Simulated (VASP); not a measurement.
Write the native input for VASP 6.6.1 that does the following.

| Property | Result |
| --- | --- |
| Task | G0W0 quasiparticle levels |
| Functional | PBE |
| Potentials or basis | VASP PAW PBE potentials, release 64 (Zn_GW, Se_GW) |
| Cutoff | 420 eV |
| k mesh | 6 × 6 × 6 |
| Occupations | gaussian, width 0.01 eV |
| Spin | no spin polarisation |
| GW scheme | G0W0 |
| GW iterations | 1 |
| Cutoff of the response function | 140 |
| Frequency points | 60 |
| Empty bands | 140 |
| Further INCAR settings | ALGO = EVGW0; EDIFF = 1e-08; NBANDS = 149 |

The system is ZnSe.

```
CELL_PARAMETERS angstrom
0.00000 2.86987 2.86987
2.86987 0.00000 2.86987
2.86987 2.86987 0.00000
ATOMIC_POSITIONS crystal
Zn 0.00000 0.00000 0.00000
Se 0.25000 0.25000 0.25000
```

The input as run:

POSCAR

```
ZnSe                                    
1.0
    0.0000000000      2.8698678264      2.8698678264
    2.8698678264      0.0000000000      2.8698678264
    2.8698678264      2.8698678264      0.0000000000
  Zn              Se            
     1     1
Direct
     0.0000000000000000    0.0000000000000000    0.0000000000000000
     0.2500000000000000    0.2500000000000000    0.2500000000000000
```

INCAR.step1

```
SYSTEM = ZnSe
ALGO = Fast
EDIFF = 1E-8
ENCUT = 420
GGA = PE
ISMEAR = 0
KPAR = 4
LASPH = .TRUE.
LCHARG = .FALSE.
LREAL = .FALSE.
LWAVE = .TRUE.
NELM = 100
PREC = Accurate
SIGMA = 0.01
```

INCAR.step2

```
SYSTEM = ZnSe
ALGO = Exact
EDIFF = 1E-8
ENCUT = 420
GGA = PE
ISMEAR = 0
ISTART = 1
KPAR = 4
LASPH = .TRUE.
LCHARG = .FALSE.
LOPTICS = .TRUE.
LREAL = .FALSE.
LWAVE = .TRUE.
NBANDS = 149
NELM = 1
PREC = Accurate
SIGMA = 0.01
```

INCAR.step3

```
SYSTEM = ZnSe
ALGO = EVGW0
EDIFF = 1E-8
ENCUT = 420
ENCUTGW = 140
GGA = PE
ISMEAR = 0
ISTART = 1
KPAR = 4
LASPH = .TRUE.
LCHARG = .FALSE.
LREAL = .FALSE.
LWAVE = .FALSE.
NBANDS = 149
NBANDSGW = 17
NELMGW = 1
NOMEGA = 60
PREC = Accurate
PRECFOCK = Fast
SIGMA = 0.01
```

KPOINTS

```
k-points
0
G
  6 6 6
  0 0 0
```

Potentials or basis: VASP PAW PBE potentials, release 64 (Zn_GW, Se_GW).

Run with:

```sh
$ cat potpaw_PBE.64/Zn_GW/POTCAR potpaw_PBE.64/Se_GW/POTCAR > POTCAR
$ cp INCAR.step1 INCAR
$ mpirun -np 4 vasp_std > vasp.out
$ cp INCAR.step2 INCAR
$ mpirun -np 4 vasp_std > vasp.out
$ cp INCAR.step3 INCAR
$ mpirun -np 4 vasp_std > vasp.out
```

Results of the run:

```json
{"Band gap on the k mesh, mean-field level": "1.13 eV, direct", "Quasiparticle gap": "2.27 eV", "Least direct quasiparticle gap": "2.27 eV"}
```

Caveat: bands, screening cutoff and mesh are small and nothing is extrapolated, so the quasiparticle values aren't converged.

Run time: 2.2 min on 4 MPI ranks on Intel(R) Xeon(R) 6975P-C (Granite Rapids) (shared host), peak memory 0.83 GiB a rank.
